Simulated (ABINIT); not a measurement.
# GaN (F-43m) in ABINIT: settings compared, part 2 of 3

ABINIT 10.8.3 (patched build). Earlier steps stand in the parts before.

## Step 3: Band structure, LDA

The input, run.abi:

```
# Datasets: ground state, then fixed potential
ndtset 2

# Pseudopotentials
pp_dirpath "./"
pseudos "Ga.upf, N.upf"

# Structure
acell 3.1869311219 3.1869311219 3.1869311219 Angstrom
rprim
     0.0000000000     0.7071067812     0.7071067812
     0.7071067812     0.0000000000     0.7071067812
     0.7071067812     0.7071067812     0.0000000000
ntypat 2
znucl 31 7
natom 2
typat 1 2
xcart
     0.0000000000     0.0000000000     0.0000000000
     2.1292494849     2.1292494849     2.1292494849

# Plane-wave basis
ecut 42.0

# Exchange and correlation
ixc 7

# Bands and occupations
occopt 3
tsmear 0.00183747

# SCF cycle
nstep 100

# Output
iomode 3
prtwf 0
prteig 0
prtebands 0
enunit 2
prtden1 1
prtvha1 1
prtvclmb1 1
prtpot1 1
prtelf1 1

# Dataset 1
kptopt1 1
ngkpt1 10 10 10
nshiftk1 1
shiftk1 0.0 0.0 0.0
nband1 13
tolvrs1 1.0e-10

# Dataset 2: bands along G-X-W-K-G-L-U-W-L-K
iscf2 -2
getden2 1
nband2 17
nbdbuf2 2
tolwfr2 1.0e-12
kptopt2 -9
ndivsm2 5
prteig2 1
prtvol2 -3
kptbounds2
     0.0000000000     0.0000000000     0.0000000000
     0.5000000000     0.0000000000     0.5000000000
     0.5000000000     0.2500000000     0.7500000000
     0.3750000000     0.3750000000     0.7500000000
     0.0000000000     0.0000000000     0.0000000000
     0.5000000000     0.5000000000     0.5000000000
     0.6250000000     0.2500000000     0.6250000000
     0.5000000000     0.2500000000     0.7500000000
     0.5000000000     0.5000000000     0.5000000000
     0.3750000000     0.3750000000     0.7500000000
```

Potentials or basis: PseudoDojo NC SR LDA v0.4.1 standard.

Run with:

```console
> abinit run.abi > log 2>&1
```

run.abo:

```text
.Version 10.8.3 of ABINIT
 DATASET    1 : space group F-4 3 m (#216); Bravais cF (face-center cubic)
================================================================================
 Values of the parameters that define the memory need for DATASET  1.
     intxc =       0    ionmov =       0      iscf =       7    lmnmax =       6
     lnmax =       6     mgfft =      36  mpssoang =       3    mqgrid =    3001
     natom =       2  nloc_mem =       1    nspden =       1   nspinor =       1
    nsppol =       1      nsym =      24    n1xccc =    2501    ntypat =       2
    occopt =       3   xclevel =       1
       mpw =        2020          nfft =       46656          nkpt =          47
================================================================================
================================================================================

 DATASET    2 : space group F-4 3 m (#216); Bravais cF (face-center cubic)
================================================================================
 Values of the parameters that define the memory need for DATASET  2.
     intxc =       0    ionmov =       0      iscf =      -2    lmnmax =       6
     lnmax =       6     mgfft =      36  mpssoang =       3    mqgrid =    3001
     natom =       2  nloc_mem =       1    nspden =       1   nspinor =       1
    nsppol =       1      nsym =      24    n1xccc =    2501    ntypat =       2
    occopt =       3   xclevel =       1
       mpw =        2033          nfft =       46656          nkpt =          87
================================================================================
[... 1623 lines left out ...]
   3.22039   10.73335   12.44889   15.19908   16.76348   19.77991   24.22676   26.35195
  28.27750
 kpt#  85, nband= 17, wtk=  1.00000, kpt=  0.4028  0.4028  0.6944 (reduced coord)
  -9.90851   -8.57475   -8.46776   -8.42239   -8.34071   -6.40929   -1.14750    0.93077
   3.04616   10.43307   12.64531   15.37566   17.11483   19.18820   24.45427   27.27213
  28.52696
 kpt#  86, nband= 17, wtk=  1.00000, kpt=  0.3889  0.3889  0.7222 (reduced coord)
  -9.89794   -8.57198   -8.44650   -8.42922   -8.33960   -6.32585   -1.01093    0.66818
   2.89130   10.13331   12.72275   15.62560   17.41067   18.70855   24.82493   27.64002
  29.05948
 kpt#  87, nband= 17, wtk=  1.00000, kpt=  0.3750  0.3750  0.7500 (reduced coord)
  -9.89252   -8.57158   -8.43249   -8.43199   -8.33480   -6.28834   -0.98680    0.65851
   2.76487    9.87153   12.67854   15.84933   17.63379   18.40380   25.33686   27.65871
  29.43755

== END DATASET(S) ==============================================================
================================================================================

 -outvars: echo values of variables after computation  --------
            acell      6.0224270025E+00  6.0224270025E+00  6.0224270025E+00 Bohr
           etotal1    -8.6773954906E+01
            fcart1     4.9398370037E-31  4.9398370037E-31 -1.4819511011E-30
                      -4.9398370037E-31 -4.9398370037E-31  1.4819511011E-30
            rprim      0.0000000000E+00  7.0710678120E-01  7.0710678120E-01
                       7.0710678120E-01  0.0000000000E+00  7.0710678120E-01
                       7.0710678120E-01  7.0710678120E-01  0.0000000000E+00
           strten1     2.2968618248E-04  2.2968618248E-04  2.2968618248E-04
                       0.0000000000E+00  0.0000000000E+00  0.0000000000E+00
           xangst      0.0000000000E+00  0.0000000000E+00  0.0000000000E+00
                       1.1267503038E+00  1.1267503038E+00  1.1267503038E+00
             xred      0.0000000000E+00  0.0000000000E+00  0.0000000000E+00
                       2.5000000000E-01  2.5000000000E-01  2.5000000000E-01
 Calculation completed.
```

Wall time 93 s (1 thread of Arm Neoverse V1, shared host); peak memory 0.11 GiB.

What came out:

- Free energy: -2361.2396 eV
- Pressure: -6.8 GPa
- Band gap on the k mesh: 1.77 eV, direct
- Band gap along the path: 1.77 eV, direct
- Valence electrons inside the program's atomic spheres: Ga 10.90; N 5.19

Levels at the corners of the path, in eV from the valence-band top:
```tsv
point	band 6	band 7	band 8	band 9	band 10	band 11	band 12	band 13
Γ	-13.33	0.00	0.00	0.00	1.77	10.16	10.16	10.16
X	-11.40	-6.21	-2.72	-2.72	3.29	6.50	11.51	13.75
W	-11.12	-5.77	-3.73	-3.68	6.14	8.23	10.18	10.94
K	-11.24	-5.94	-4.30	-2.19	4.92	7.72	10.89	12.68
Γ	-13.33	0.00	0.00	0.00	1.77	10.16	10.16	10.16
L	-11.90	-7.11	-0.98	-0.98	4.56	8.61	10.24	10.24
U	-11.24	-5.94	-4.30	-2.19	4.92	7.72	10.89	12.68
W	-11.12	-5.77	-3.73	-3.68	6.14	8.23	10.18	10.94
L	-11.90	-7.11	-0.98	-0.98	4.56	8.61	10.24	10.24
K	-11.24	-5.94	-4.30	-2.19	4.92	7.72	10.89	12.68
```

## Step 4: Equation of state, revPBE+D3

The input, run.abi:

```
# Datasets: one volume each
ndtset 7
getwfk -1
scalecart1 3*0.9795861087
scalecart2 3*0.9864848297
scalecart3 3*0.9932883884
scalecart4 3*1.0000000000
scalecart5 3*1.0066227096
scalecart6 3*1.0131594038
scalecart7 3*1.0196128224

# Pseudopotentials
pp_dirpath "./"
pseudos "Ga.GGA_PBE-JTH.xml, N.GGA_PBE-JTH.xml"

# Structure
acell 3.1869311219 3.1869311219 3.1869311219 Angstrom
rprim
     0.0000000000     0.7071067812     0.7071067812
     0.7071067812     0.0000000000     0.7071067812
     0.7071067812     0.7071067812     0.0000000000
ntypat 2
znucl 31 7
natom 2
typat 1 2
xred
     0.0000000000     0.0000000000     0.0000000000
     0.2500000000     0.2500000000     0.2500000000

# Plane-wave basis
ecut 680.284656 eV
pawecutdg 47.0

# k points
kptopt 1
ngkpt 10 10 10
nshiftk 1
shiftk 0.0 0.0 0.0

# Exchange and correlation
ixc 14
vdw_xc 6

# Bands and occupations
nband 13
occopt 3
tsmear 0.05 eV

# SCF cycle
nstep 100
tolvrs 1.0e-9

# Output
iomode 3
prtwf 1
prtden 0
prteig 0
prtebands 0
enunit 2
```

Potentials or basis: JTH PAW PBE v2.0.

Run with:

```console
> abinit run.abi > log 2>&1
```

run.abo:

```text
.Version 10.8.3 of ABINIT
 DATASET    1 : space group F-4 3 m (#216); Bravais cF (face-center cubic)
================================================================================
 Values of the parameters that define the memory need for DATASET  1.
     intxc =       0    ionmov =       0      iscf =      17    lmnmax =      18
     lnmax =       6     mgfft =      30  mpssoang =       3    mqgrid =    3001
     natom =       2  nloc_mem =       2    nspden =       1   nspinor =       1
    nsppol =       1      nsym =      24    n1xccc =       1    ntypat =       2
    occopt =       3   xclevel =       2
       mpw =         891          nfft =       27000          nkpt =          47
 PAW method is used; the additional fine FFT grid is defined by:
   mgfftf=        40    nfftf =     64000
================================================================================
================================================================================
[... 71 lines left out ...]
 DATASET    7 : space group F-4 3 m (#216); Bravais cF (face-center cubic)
================================================================================
 Values of the parameters that define the memory need for DATASET  7.
     intxc =       0    ionmov =       0      iscf =      17    lmnmax =      18
     lnmax =       6     mgfft =      30  mpssoang =       3    mqgrid =    3001
     natom =       2  nloc_mem =       2    nspden =       1   nspinor =       1
    nsppol =       1      nsym =      24    n1xccc =       1    ntypat =       2
    occopt =       3   xclevel =       2
       mpw =         990          nfft =       27000          nkpt =          47
 PAW method is used; the additional fine FFT grid is defined by:
   mgfftf=        40    nfftf =     64000
================================================================================
================================================================================

--------------------------------------------------------------------------------
------------- Echo of variables that govern the present computation ------------
--------------------------------------------------------------------------------
 -outvars: echo values of preprocessed input variables --------
            acell      6.0224270025E+00  6.0224270025E+00  6.0224270025E+00 Bohr
              amu      6.97230000E+01  1.40067400E+01
             ecut      2.50000000E+01 Hartree
           enunit           2
           getwfk          -1
              ixc          14
           jdtset        1    2    3    4    5    6    7
[... 149 lines left out ...]
 Shapefunction is SIN type: shapef(r)=[sin(pi*r/rshp)/(pi*r/rshp)]**2
 Radius for shape functions =  1.00243812
 Compensation charge density is not taken into account in XC energy/potential

   4.80804022E+02                                ecore*ucvol(ha*bohr**3)
--------------------------------------------------------------------------------

[... 1334 lines left out ...]
-Cartesian components of stress tensor (GPa)         [Pressure= -7.8631E+00 GPa]
- sigma(1 1)=  7.86307207E+00  sigma(3 2)=  0.00000000E+00
- sigma(2 2)=  7.86307207E+00  sigma(3 1)=  0.00000000E+00
- sigma(3 3)=  7.86307207E+00  sigma(2 1)=  0.00000000E+00

== END DATASET(S) ==============================================================
================================================================================

 -outvars: echo values of variables after computation  --------
            acell      6.0224270025E+00  6.0224270025E+00  6.0224270025E+00 Bohr
           etotal1    -8.9084970362E+01
           etotal2    -8.9086329171E+01
           etotal3    -8.9087184124E+01
           etotal4    -8.9087597558E+01
           etotal5    -8.9087608476E+01
           etotal6    -8.9087271766E+01
           etotal7    -8.9086619862E+01
            fcart1    -1.5128339285E-30  5.0427797616E-31  2.5213898808E-30
                       1.5128339285E-30 -5.0427797616E-31 -2.5213898808E-30
            fcart2     3.2048092248E-29  1.6024046124E-29 -6.4096184496E-29
                      -3.2048092248E-29 -1.6024046124E-29  6.4096184496E-29
            fcart3    -0.0000000000E+00 -0.0000000000E+00 -0.0000000000E+00
                      -0.0000000000E+00 -0.0000000000E+00 -0.0000000000E+00
            fcart4     1.2843576210E-28  6.5205848449E-29 -2.5884745899E-28
                      -1.2843576210E-28 -6.5205848449E-29  2.5884745899E-28
            fcart5    -8.8332068429E-30  6.8702719889E-30 -4.9073371349E-30
                       8.8332068429E-30 -6.8702719889E-30  4.9073371349E-30
[... 38 lines left out ...]
                       0.0000000000E+00  0.0000000000E+00  0.0000000000E+00
           xangst1     0.0000000000E+00  0.0000000000E+00  0.0000000000E+00
                       1.1037489455E+00  1.1037489455E+00  1.1037489455E+00
           xangst2     0.0000000000E+00  0.0000000000E+00  0.0000000000E+00
                       1.1115220815E+00  1.1115220815E+00  1.1115220815E+00
           xangst3     0.0000000000E+00  0.0000000000E+00  0.0000000000E+00
                       1.1191879933E+00  1.1191879933E+00  1.1191879933E+00
           xangst4     0.0000000000E+00  0.0000000000E+00  0.0000000000E+00
                       1.1267503038E+00  1.1267503038E+00  1.1267503038E+00
           xangst5     0.0000000000E+00  0.0000000000E+00  0.0000000000E+00
                       1.1342124438E+00  1.1342124438E+00  1.1342124438E+00
           xangst6     0.0000000000E+00  0.0000000000E+00  0.0000000000E+00
                       1.1415776660E+00  1.1415776660E+00  1.1415776660E+00
           xangst7     0.0000000000E+00  0.0000000000E+00  0.0000000000E+00
                       1.1488490574E+00  1.1488490574E+00  1.1488490574E+00
             xred      0.0000000000E+00  0.0000000000E+00  0.0000000000E+00
                       2.5000000000E-01  2.5000000000E-01  2.5000000000E-01
 Calculation completed.
```

Wall time 2.1 min (1 thread of Arm Neoverse V1, shared host); peak memory 0.15 GiB.

Results:

```yaml
Equilibrium_volume: 11.57 Å³/atom
Bulk_modulus: 179 GPa
Pressure_derivative_of_the_bulk_modulus: 5.0
```

Energy against volume, from the lowest point:
```tsv
volume (Å³/atom)	energy (meV/atom)
10.757	35.89
10.986	17.41
11.215	5.77
11.444	0.15
11.673	0.00
11.902	4.58
12.131	13.45
```

Caveat: the cutoff is too short for stress, so the log's stress isn't used; pressures at fixed basis lie under the slope of the energies; the PAW data sets were made with another functional, which shifts forces and pressure a little.

[end of part 2 of 3]
